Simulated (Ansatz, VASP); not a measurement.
## Two plane-wave programs on Al2Cu

File INCAR:

```
PREC = Accurate ; ENCUT = 520
EDIFF = 1E-6 ; ISMEAR = 0
SIGMA = 0.1 ; LREAL = F
LASPH = T ; NELM = 100
ALGO = Normal ; ISIF = 2
LWAVE = F ; LCHARG = F
NBANDS = 16
```

The input KPOINTS:

```
Automatic mesh
0
Gamma
  14 14 14
```

Contents of POSCAR:

```
Al2Cu
1.0
   -2.1128098093      2.1128098093      2.9669054383
    2.1128098093     -2.1128098093      2.9669054383
    2.1128098093      2.1128098093     -2.9669054383
Al Cu
2 1
Direct
    0.7500000000      0.2500000000      0.5000000000
    0.2500000000      0.7500000000      0.5000000000
    0.5000000000      0.5000000000      0.0000000000
```

Input for Ansatz:

```yaml
crystal:
  lattice:
    - [-2.1128098093, 2.1128098093, 2.9669054383]
    - [2.1128098093, -2.1128098093, 2.9669054383]
    - [2.1128098093, 2.1128098093, -2.9669054383]
  atoms:
    - { symbol: Al, position: [0.75, 0.25, 0.5] }
    - { symbol: Al, position: [0.25, 0.75, 0.5] }
    - { symbol: Cu, position: [0.5, 0.5, 0.0] }
basis:
  ecutwfc: 420
kpoints:
  mp_grid: { grid: [14, 14, 14] }
hamiltonian:
  xc: lda
scf:
  occupations: { method: gaussian, width: 0.1 }
output:
  forces: true
  stress: true
  eigenvalues: true
  populations: true
```

Alike in both runs: task single point; functional LDA; k mesh 14 × 14 × 14; occupations gaussian, width 0.1 eV; no spin polarisation.

```csv
,VASP,Ansatz
version,VASP 6.6.1,Ansatz 0.2.0
potentials or method,"VASP PAW LDA potentials, release 64 (Al, Cu)","scalar-relativistic, plane waves, PAW"
plane-wave cutoff (eV),520,420
valence electrons in the cell,17,25
```

```tsv
	VASP	Ansatz	Ansatz less VASP
gap on the k mesh at the Fermi level (eV)	none	none	-
pressure (GPa)	-11.6	-11.9	-0.23
largest component of the traceless stress (GPa)	0.27	0.28	+0.006
```

A gap of «none» marks a metal or a gap that the smearing closes. The two sets of potentials don't hold the same shells in valence.
